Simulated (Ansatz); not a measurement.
Level of theory: DFT PBE, scalar-relativistic, plane waves, PAW in Ansatz 0.2.0. All cells share a 420 eV cutoff and Γ-centred k meshes spaced at most about 0.3 Å⁻¹ (about 0.25 or finer for metals, 2π included). No spin polarisation.

These are static total energies at zero pressure. All are two-dimensional sheets, periodic along a and b, with vacuum along c.

Question: Order these relaxed structures of Se by energy, lowest first, with the energy over the lowest of them.
A.

```xyz
2
Lattice="2.8067 0.0000 0.0000 0.0000 4.6808 0.0000 0.0000 0.0000 26.0228" Properties=species:S:1:pos:R:3 pbc="T T F"
Se   -0.0014    1.1702    7.4972
Se    2.8081    3.5106    8.5028
```

B.

```xyz
1
Lattice="2.6155 0.3027 0.0000 -0.3023 2.6155 0.0000 0.0000 0.0000 23.8000" Properties=species:S:1:pos:R:3 pbc="T T F"
Se    0.0000    0.0000    7.0000
```

Answer: A (0 meV/atom), B (47 meV/atom). Forms: A pmma; B p4/mmm. Counting all near atoms (those within 1.25 times the shortest such distance or 1.15 times the sum of covalent radii; a plus sign parts nearer from farther groups): A has Se 2+2; B has Se 4. Both come from invented guesses. Shaken at random and relaxed again, A came back.

Cells without such a test can be saddle points. Some types were kept out of the candidates beforehand, so the set may lack a known form.
